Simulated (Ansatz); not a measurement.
CuO (Tenorite):

```xyz
4
Lattice="2.3447 -1.7134 0.0000 2.3447 1.7134 0.0000 -0.8606 0.0000 5.0594" Properties=species:S:1:pos:R:3 pbc="T T T"
Cu    0.7420   -0.8457    2.5297
Cu    1.1723    0.8457    0.0000
O     1.6421    0.2841    3.8133
O     2.0724   -0.2841    1.2836
```

- Program: Ansatz 0.2.0
- Task: relaxation of cell and atoms
- Functional: PBEsol
- Potentials or basis: all-electron LAPW, scalar-relativistic
- Basis error allowed: 0.002 eV/atom
- k mesh: 10 × 10 × 5
- Occupations: fermi-dirac, width 0.05 eV
- Spin: no spin polarisation

At the start: volume 10.16 Å³/atom.

Question: Where does the relaxation end?

Answer: Over 12 steps the energy falls by 48.2 meV/atom and the volume is 10.67 Å³/atom (+5.0 %); space group P4_2/mmc (No. 131, to 0.05 Å).

The path:
| step | energy change (eV) | largest force (eV/Å) | volume (Å³) |
| --- | --- | --- | --- |
| 1 | 0.0000 | 0.7567 | 40.65 |
| 2 | -0.0415 | 0.6031 | 40.71 |
| 3 | -0.1233 | 0.1174 | 41.26 |
| 4 | -0.1497 | 0.1586 | 41.90 |
| 5 | -0.1688 | 0.0919 | 41.58 |
| 6 | -0.1782 | 0.1060 | 43.23 |
| 7 | -0.1860 | 0.0028 | 42.65 |
| 8 | -0.1861 | 0.0000 | 42.65 |
| 9 | -0.1923 | 0.0001 | 42.65 |
| 10 | -0.1927 | 0.0003 | 42.66 |
| 11 | -0.1928 | 0.0001 | 42.66 |
| 12 | -0.1928 | 0.0001 | 42.66 |

Final structure:
```
Cu O
1.0
     2.04400   -2.04381    0.16139
     2.04400    2.04381    0.16139
    -0.40195    0.00000    5.07453
Cu O
2 2
Cartesian
  0.7968 -1.0219 2.6255
  0.9977 1.0219 0.0882
  1.7183 0.0003 3.9748
  1.9193 -0.0003 1.4376
```

Caveat: the run has no spin polarisation, though such a crystal can be magnetic.
